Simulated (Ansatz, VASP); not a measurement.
# Cross-check of AlP between VASP and Ansatz, part 2 of 2

Wanted: the spread between two codes on one cell, functional and k mesh.

VASP 6.6.1 and Ansatz 0.2.0.

So far: The structure; Ansatz: G0W0 gap, PBE.

**3. VASP: G0W0 gap, PBE**

Level of this step: G0W0 on PBE; plane waves and PAW (Al_GW, P_GW) (VASP).

The same cell, functional and mesh now go to VASP, with its own data sets and cutoff.

Lines of VASP's logs that name or quote its potential files are left out, and so is its time.

The input, INCAR:

```
SYSTEM = AlP
PREC = Accurate
ENCUT = 300
ISMEAR = 0
SIGMA = 0.01
LREAL = .FALSE.
GGA = PE
NBANDS = 96
ALGO = EVGW0
NELMGW = 1
ENCUTGW = 100
NOMEGA = 48
PRECFOCK = Fast
NBANDSGW = 16
LWAVE = .FALSE.
LCHARG = .FALSE.
```

The input, POSCAR:

```
AlP
1.0
    0.0000000000      2.7364837130      2.7364837130
    2.7364837130      0.0000000000      2.7364837130
    2.7364837130      2.7364837130      0.0000000000
Al P
1 1
Direct
    0.0000000000      0.0000000000      0.0000000000
    0.7500000000      0.7500000000      0.7500000000
```

The input, KPOINTS:

```
Automatic mesh
0
Gamma
4 4 4
0 0 0
```

Potentials, in the order of the species: Al_GW and P_GW (PBE family, release 64).

Run with:

```
$ mpirun -np 8 vasp_std
```

Numbers of over 12 decimals in the logs are rounded to 6 here.

Log:

```text
[banner, memory and clock lines left out]
running    8 mpi-ranks, on    1 nodes
 distrk:  each k-point on    8 cores,    1 groups
 distr:  one band on    1 cores,    8 groups

 POSCAR found type information on POSCAR AlP
 POSCAR found :  2 types and       2 ions
|                                                                             |
|           W    W    AA    RRRRR   N    N  II  N    N   GGGG   !!!           |
|           W    W   A  A   R    R  NN   N  II  NN   N  G    G  !!!           |
|           W    W  A    A  R    R  N N  N  II  N N  N  G       !!!           |
|           W WW W  AAAAAA  RRRRR   N  N N  II  N  N N  G  GGG   !            |
|           WW  WW  A    A  R   R   N   NN  II  N   NN  G    G                |
|           W    W  A    A  R    R  N    N  II  N    N   GGGG   !!!           |
|                                                                             |
|     For optimal performance we recommend to set                             |
|       NCORE = 2 up to number-of-cores-per-socket                            |
|     NCORE specifies how many cores store one orbital (NPAR=cpu/NCORE).      |
|     This setting can greatly improve the performance of VASP for DFT.       |
|     The default, NCORE=1 might be grossly inefficient on modern             |
|     multi-core architectures or massively parallel machines. Do your        |
|     Unfortunately you need to use the default for GW and RPA                |
|     calculations (for HF NCORE is supported but not extensively tested      |
|     yet).                                                                   |
|                                                                             |

|                                                                             |
|           W    W    AA    RRRRR   N    N  II  N    N   GGGG   !!!           |
|           W    W   A  A   R    R  NN   N  II  NN   N  G    G  !!!           |
|           W    W  A    A  R    R  N N  N  II  N N  N  G       !!!           |
|           W WW W  AAAAAA  RRRRR   N  N N  II  N  N N  G  GGG   !            |
|           WW  WW  A    A  R   R   N   NN  II  N   NN  G    G                |
|           W    W  A    A  R    R  N    N  II  N    N   GGGG   !!!           |
|                                                                             |
|     The default for ENCUTGWSOFT is different in this version of VASP.       |
|     please manually set ENCUTGWSOFT =100 in the INCAR file.                 |
|                                                                             |

 LDA part: xc-table for (Slater+PW92), standard interpolation
 found WAVECAR, reading the header
 POSCAR, INCAR and KPOINTS ok, starting setup
 FFT: planning ... GRIDC
 FFT: planning ... GRID_SOFT
 FFT: planning ... GRID
 reading WAVECAR
 the WAVECAR file was read successfully
 initial charge from wavefunction
 available memory per node:     67.28 GB, setting MAXMEM to     68895

 The Fermi energy was updated, please check that it is located mid-gap
 values below the HOMO (VB) or above the LUMO (CB) will cause erroneous energies
 E-fermi :   4.6291

 calculate exact exchange contribution
 the WAVEDER file was read successfully
energies w=
    0.000    0.000    0.653    0.000    1.303    0.000    1.947    0.000
    2.585    0.000    3.213    0.000    3.831    0.000    4.438    0.000
    5.034    0.000    5.619    0.000    6.193    0.000    6.758    0.000
    7.315    0.000    7.865    0.000    8.411    0.000    8.953    0.000
    9.494    0.000   10.037    0.000   10.583    0.000   11.135    0.000
   11.695    0.000   12.268    0.000   12.856    0.000   13.463    0.000
   14.093    0.000   14.751    0.000   15.443    0.000   16.175    0.000
   16.954    0.000   17.792    0.000   18.697    0.000   19.684    0.000
   20.770    0.000   21.976    0.000   23.331    0.000   24.868    0.000
   26.634    0.000   28.692    0.000   31.129    0.000   34.067    0.000
   37.684    0.000   42.253    0.000   48.209    0.000   56.293    0.000
   67.878    0.000   85.826    0.000  117.251    0.000  186.109    0.000
 responsefunction array rank=     104
 LDA part: xc-table for (Slater+PW92), standard interpolation

 min. memory requirement per mpi rank     65.6 MB, per node    524.9 MB

 allocating   6 responsefunctions rank=   104
 shmem allocating  48 responsefunctions rank=   104
 response function shared by NCSHMEM nodes    1
 Doing            6  frequencies on each core in blocks of           48
NQ=   1    0.0000    0.0000    0.0000,
|.........|.........|.........|.........|.........|.........|.........|.........
 performed         71000 updates of chi_q(r,r)
 total number of BLAS operations          4.54 Gflops
NQ=   2    0.2500    0.0000    0.0000,
|.........|.........|.........|.........|.........|.........|.........|.........
 performed        228000 updates of chi_q(r,r)
 total number of BLAS operations         15.93 Gflops
NQ=   3    0.5000    0.0000    0.0000,
|.........|.........|.........|.........|.........|.........|.........|.........
 performed        361000 updates of chi_q(r,r)
 total number of BLAS operations         24.55 Gflops
NQ=   4    0.2500    0.2500    0.0000,
|.........|.........|.........|.........|.........|.........|.........|.........
 performed        518000 updates of chi_q(r,r)
 total number of BLAS operations         33.46 Gflops
NQ=   5    0.5000    0.2500    0.0000,
|.........|.........|.........|.........|.........|.........|.........|.........
 performed        743000 updates of chi_q(r,r)
 total number of BLAS operations         49.38 Gflops
NQ=   6   -0.2500    0.2500    0.0000,
|.........|.........|.........|.........|.........|.........|.........|.........
 performed        943000 updates of chi_q(r,r)
 total number of BLAS operations         63.27 Gflops
NQ=   7    0.5000    0.5000    0.0000,
|.........|.........|.........|.........|.........|.........|.........|.........
 performed       1057000 updates of chi_q(r,r)
 total number of BLAS operations         71.03 Gflops
NQ=   8   -0.2500    0.5000    0.2500,
|.........|.........|.........|.........|.........|.........|.........|.........
 performed       1208000 updates of chi_q(r,r)
 total number of BLAS operations         83.16 Gflops
 resolving degeneracies of screened two electron integrals

 calculate QP shifts <psi_nk| G(iteration)W_0 |psi_nk>: iteration 1
 entering main loop
```

Parts of OUTCAR (step 3):

```text
ion  position               nearest neighbor table
   1  0.000  0.000  0.000-   2 2.37   2 2.37   2 2.37   2 2.37
   2  0.750  0.750  0.750-   1 2.37   1 2.37   1 2.37   1 2.37

  LATTYP: Found a face centered cubic cell.
 ALAT       =     5.4729674260

 Subroutine GETGRP returns: Found 24 space group operations
 (whereof 24 operations were pure point group operations)

The static configuration has the point symmetry T_d .

 Found      8 irreducible k-points:

   k-points           NKPTS =      8   k-points in BZ     NKDIM =     64   number of bands    NBANDS=     96

   dimension x,y,z NGX =    24 NGY =   24 NGZ =   24
   dimension x,y,z NGXF=    48 NGYF=   48 NGZF=   48

   ENCUT  =  300.0 eV  22.05 Ry    4.70 a.u.   5.47  5.47  5.47*2*pi/ulx,y,z

   NELECT =       8.0000    total number of electrons

  energy-cutoff  :      300.00
  volume of cell :       40.98
      direct lattice vectors                 reciprocal lattice vectors
     0.000000000  2.736483713  2.736483713    -0.182716235  0.182716235  0.182716235
     2.736483713  0.000000000  2.736483713     0.182716235 -0.182716235  0.182716235
     2.736483713  2.736483713  0.000000000     0.182716235  0.182716235 -0.182716235

 k-points in reciprocal lattice and weights: Automatic mesh
   0.00000000  0.00000000  0.00000000       0.016
   0.25000000  0.00000000  0.00000000       0.125
   0.50000000  0.00000000  0.00000000       0.062
   0.25000000  0.25000000  0.00000000       0.094
   0.50000000  0.25000000  0.00000000       0.375
  -0.25000000  0.25000000  0.00000000       0.188
   0.50000000  0.50000000  0.00000000       0.047
  -0.25000000  0.50000000  0.25000000       0.094

 E-fermi :   4.6291

 QP shifts <psi_nk| G(iteration)W_0 |psi_nk>: iteration 1
 for sc-GW calculations column KS-energies equals QP-energies in previous step
 and V_xc(KS)=  KS-energies - (<T + V_ion + V_H > + <T+V_H+V_ion>^1  + <V_x>^1)
 k-point   1 :       0.0000    0.0000    0.0000
  band No.  KS-energies  QP-energies   sigma(KS)   V_xc(KS)     V^pw_x(r,r')   Z            occupation Imag(sigma)
      1      -7.6285      -8.1607     -11.8604     -11.0637     -18.3869       0.6678       2.0000       1.2850
      2       3.8428       3.3052     -12.6556     -11.9490     -14.1401       0.7609       2.0000       0.0679
      3       3.8428       3.3052     -12.6556     -11.9490     -14.1401       0.7609       2.0000       0.0679
      4       3.8428       3.3052     -12.6556     -11.9490     -14.1401       0.7609       2.0000       0.0679
      5       7.0771       7.4522      -9.6410     -10.1284      -5.4737       0.7696       0.0000      -0.0921
      6       8.3691       8.7524      -9.1222      -9.6277      -4.8208       0.7583       0.0000      -0.0979
      7       8.3691       8.7524      -9.1222      -9.6277      -4.8208       0.7583       0.0000      -0.0979
      8       8.3691       8.7524      -9.1222      -9.6277      -4.8208       0.7583       0.0000      -0.0979
    ...

 k-point   2 :       0.2500    0.0000    0.0000
  band No.  KS-energies  QP-energies   sigma(KS)   V_xc(KS)     V^pw_x(r,r')   Z            occupation Imag(sigma)
      1      -6.9749      -7.4846     -11.9977     -11.2621     -18.3200       0.6930       2.0000       1.1909
      2       0.6729       0.0376     -11.6502     -10.7780     -14.0754       0.7284       2.0000       0.1270
      3       3.4009       2.8400     -12.4687     -11.7270     -14.0542       0.7564       2.0000       0.0727
      4       3.4009       2.8400     -12.4687     -11.7270     -14.0542       0.7564       2.0000       0.0727
      5       7.1255       7.4741      -9.2140      -9.6669      -5.1341       0.7697       0.0000      -0.0872
      6       8.9591       9.3389      -9.1279      -9.6299      -4.6622       0.7566       0.0000      -0.1114
      7       8.9591       9.3389      -9.1279      -9.6299      -4.6622       0.7566       0.0000      -0.1114
      8      10.7251      11.0706      -9.8664     -10.3320      -4.9756       0.7419       0.0000      -0.1685
    ...

 k-point   3 :       0.5000    0.0000    0.0000
  band No.  KS-energies  QP-energies   sigma(KS)   V_xc(KS)     V^pw_x(r,r')   Z            occupation Imag(sigma)
      1      -5.9604      -6.4060     -12.4240     -11.7885     -18.4356       0.7012       2.0000       1.0215
      2      -1.6702      -2.3619     -10.9736      -9.9815     -14.4497       0.6971       2.0000       0.2627
      3       3.0803       2.4917     -12.4194     -11.6405     -14.1322       0.7557       2.0000       0.0778
      4       3.0803       2.4917     -12.4194     -11.6405     -14.1322       0.7557       2.0000       0.0778
      5       6.6153       6.9487      -9.2022      -9.6341      -5.2610       0.7721       0.0000      -0.0806
      6       8.6361       8.9753      -8.8119      -9.2567      -4.4356       0.7628       0.0000      -0.1040
      7       8.6361       8.9753      -8.8119      -9.2567      -4.4356       0.7628       0.0000      -0.1040
      8      12.0875      12.0814      -8.1438      -8.1355      -2.8004       0.7444       0.0000      -0.2731
    ...

 k-point   4 :       0.2500    0.2500    0.0000
  band No.  KS-energies  QP-energies   sigma(KS)   V_xc(KS)     V^pw_x(r,r')   Z            occupation Imag(sigma)
      1      -6.7498      -7.2366     -12.0341     -11.3285     -18.2935       0.6898       2.0000       1.1505
      2       0.9509       0.3577     -11.9589     -11.1460     -14.2911       0.7298       2.0000       0.1198
      3       2.5579       1.9441     -12.0759     -11.2568     -13.8861       0.7493       2.0000       0.0828
      4       2.5579       1.9441     -12.0759     -11.2568     -13.8861       0.7493       2.0000       0.0828
      5       6.6850       6.9246      -8.6125      -8.9223      -4.6728       0.7732       0.0000      -0.0822
      6       7.9047       8.1838      -8.8369      -9.2005      -4.6164       0.7673       0.0000      -0.0975
      7      10.8789      11.3031      -9.7282     -10.3004      -4.7595       0.7414       0.0000      -0.1713
      8      10.8789      11.3031      -9.7282     -10.3004      -4.7595       0.7414       0.0000      -0.1713
    ...

[... 4 further parts left out ...]
```

**4. Differences**

Known differences besides the PAW data sets themselves: the two programs' PAW sets differ in cores and partial waves, which matters most in GW; the cutoff is 420 eV in Ansatz and 300 eV in VASP; VASP leaves aspherical gradient terms in its spheres out (LASPH is not set), Ansatz keeps them; Ansatz integrates over frequency by contour deformation, VASP on a grid of NOMEGA points. Total energies have different zeros and are not compared.

Compared:

```tsv
quantity	Ansatz	VASP	difference
G0W0 gap on the mesh (eV)	2.21	2.22	0.00
PBE gap under it (eV)	1.57	1.57	0.00
```

**5. What came out**

```yaml
difference_in_g0w0_gap_on_the_mesh_g0w0_gap_pbe: -5.7e-4 eV
```

The difference in G0W0 gap on the mesh is -5.7e-4 eV (G0W0 gap, PBE), within the 0.15 eV picked in this series as the mark of a large difference. Differences of this kind measure data sets and numerical settings, not the functional's error against experiment.

[Lines on the potential files, build, host, timing and source positions are cut from VASP's logs without a mark.]

[Logs are printed without paths, hosts, clocks, repeated set-up lines and the standing remarks that a program may print on its own settings, such as how far it seeks lower states.]

[Hosts, paths, dates, database ids (printed as entryN), source tags and the programs' standing remarks are cut or masked in the printed files.]
